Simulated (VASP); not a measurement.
Cu: single point with PBE

The system is Cu, a slab with vacuum.

```
Cu
1.0
     7.70039    0.00000    0.00000
     0.00000    7.70039    0.00000
     0.00000    0.00000   15.63000
Cu
28
Cartesian
  0.0000 0.0000 6.0000
  2.5668 0.0000 6.0000
  5.1336 0.0000 6.0000
  0.0000 2.5668 6.0000
  2.5668 2.5668 6.0000
  5.1336 2.5668 6.0000
  0.0000 5.1336 6.0000
  2.5668 5.1336 6.0000
  5.1336 5.1336 6.0000
  1.2927 1.2834 7.7592
  3.8504 1.2835 7.7578
  6.4081 1.2834 7.7588
  1.2893 3.8441 7.7592
  3.8503 3.8412 7.7589
  6.4113 3.8446 7.7585
  1.2894 6.4231 7.7595
  3.8502 6.4262 7.7591
  6.4111 6.4227 7.7589
  0.0001 0.0064 9.5198
  2.5455 -0.0213 9.5605
  5.1555 -0.0219 9.5595
  0.0002 2.5606 9.5196
  2.5452 2.5883 9.5600
  5.1559 2.5891 9.5590
  0.0003 5.1337 9.4987
  2.5734 5.1336 9.5199
  5.1275 5.1337 9.5195
  3.8521 1.2843 11.1231
```

The cell was built by a generator and needn't be a form met in nature.

| Property | Result |
| --- | --- |
| Program | VASP 6.6.1 |
| Task | single point |
| Functional | PBE |
| Potentials or basis | VASP PAW PBE potentials, release 64 (Cu) |
| Cutoff | 520 eV |
| k mesh | 3 × 3 × 1 |
| Occupations | gaussian, width 0.1 eV |
| Spin | no spin polarisation |
| Dipole correction | no |
| Further INCAR settings | LREAL = Auto; ALGO = Fast; EDIFF = 1e-06; NBANDS = 174 |

```json
{"Largest force": "0.041 eV/Å", "Band gap on the k mesh": "none (metal or under the smearing width)"}
```

Forces in eV/Å, atoms in the order of the input:
```
Cu   0.001 -0.002 -0.038
Cu  -0.014 -0.014  0.000
Cu   0.014 -0.014  0.000
Cu   0.001  0.002 -0.039
Cu  -0.014  0.014  0.000
Cu   0.014  0.014 -0.001
Cu   0.002  0.001  0.001
Cu  -0.003  0.000 -0.037
Cu   0.001  0.000 -0.039
Cu   0.006 -0.001 -0.007
Cu  -0.001  0.000  0.004
Cu  -0.006  0.000 -0.005
Cu   0.002  0.001 -0.005
Cu  -0.001 -0.006 -0.006
Cu   0.000 -0.001 -0.002
Cu   0.001  0.000 -0.006
Cu  -0.001  0.006 -0.006
Cu   0.001  0.002 -0.004
Cu   0.000  0.000  0.020
Cu  -0.012 -0.013  0.010
Cu   0.013 -0.011  0.011
Cu   0.000  0.000  0.021
Cu  -0.011  0.013  0.010
Cu   0.011  0.010  0.012
Cu  -0.001 -0.001  0.024
Cu   0.000  0.000  0.020
Cu   0.000  0.000  0.021
Cu  -0.002 -0.001  0.041
```

Levels at points of the mesh, in eV from the Fermi level:
```tsv
k point	band 152	band 153	band 154	band 155	band 156	band 157	band 158	band 159
(0.00, 0.00, 0.00)	-0.91	-0.88	-0.85	-0.85	0.45	1.02	1.02	1.18
```

Wall time 26 min on 1 thread of Intel(R) Xeon(R) Platinum 8559C (Emerald Rapids), on a shared host, peak memory 1.1 GiB.
